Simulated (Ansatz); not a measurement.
This is a relaxation of cell and atoms with Ansatz 0.2.0 on CdS (F-43m) from a database structure; the level of theory is LDA. It starts from the PBE minimum.

```yaml
crystal:
  lattice:
    - [0.0, 2.9628947234, 2.9628947234]
    - [2.9628947234, 0.0, 2.9628947234]
    - [2.9628947234, 2.9628947234, 0.0]
  atoms:
    - { symbol: Cd, position: [0.0, 0.0, 0.0] }
    - { symbol: S, position: [0.25, 0.25, 0.25] }
kpoints:
  mp_grid: { grid: [6, 6, 6] }
hamiltonian:
  xc: lda
scf:
  occupations: { method: fermi_dirac, width: 0.02 }
relax:
  f_tol: 0.005
  cell: {}
```

Some lines of the output have been replaced by numbered gaps.
```
Pseudopotential: Cd, paw, valence charge 20, recommended cutoff 420 eV (normal)
Pseudopotential: S, paw, valence charge 6, recommended cutoff 420 eV (normal)
Functional definition: SPW92
Crystal: 2 atoms, lattice volume = 52.021 Å³
Basis set: ecut = 420 eV, 965 PW (Γ)
Bands: 17, of which v1, the nominal top of the filled ones, is band 13 counted from 1 (12 counted from 0)
Symmetry: 24 space group operations
Space group: F-43m (ITA 216)
k-points: 16 of 216 (time reversal used)
relax step 1: F+E_penalty+E_count = -8988.57103262 eV  P = -4.835 GPa  Ω = 52.021 Å³
--- Relaxed structure (4 steps of the walk, 4 accepted, 1 SCFs on fresh bases) ---
[1]
```

Question: Fill in the blanks. They hold the relaxed structure.

Answer:
```
[1]
  F+E_penalty+E_count = -8988.64177817 eV
  cell:  # Å, volume = 47.6978 Å³
    - [0.000000, 2.878432, 2.878432]
    - [2.878432, 0.000000, 2.878432]
    - [2.878432, 2.878432, 0.000000]
  atoms:
    - { symbol: Cd, position: [0.000000, 0.000000, 0.000000] }
    - { symbol: S, position: [0.250000, 0.250000, 0.250000] }
```
Only the leading digits can be foreseen; the rest is this run's record.

In 4 steps the volume changed by -8.3 %; between the first SCF and the last, each on a basis chosen for its cell, the energy fell by 35.4 meV an atom. Final cell: the symmetry is F-43m (No. 216, cubic); conventional cell a = 5.757 Å, 23.85 Å³ an atom. Cd is surrounded by 4 S at 2.49 Å; S is surrounded by 4 Cd at 2.49 Å.

Run as `ansatz run input.yaml --threads 2 --pin off --max-ram 20275MiB --backend cpu --events-out ev --progress --plain --runs-dir out`. It took 2.7 s on 2 threads of AMD EPYC 7R13 Processor (Zen 3), with other jobs on the host, load about 2.9 per core; peak host memory 0.53 GiB.

The values are computed, spin-unpolarised, and not measurements.

Spin-orbit coupling is left out.
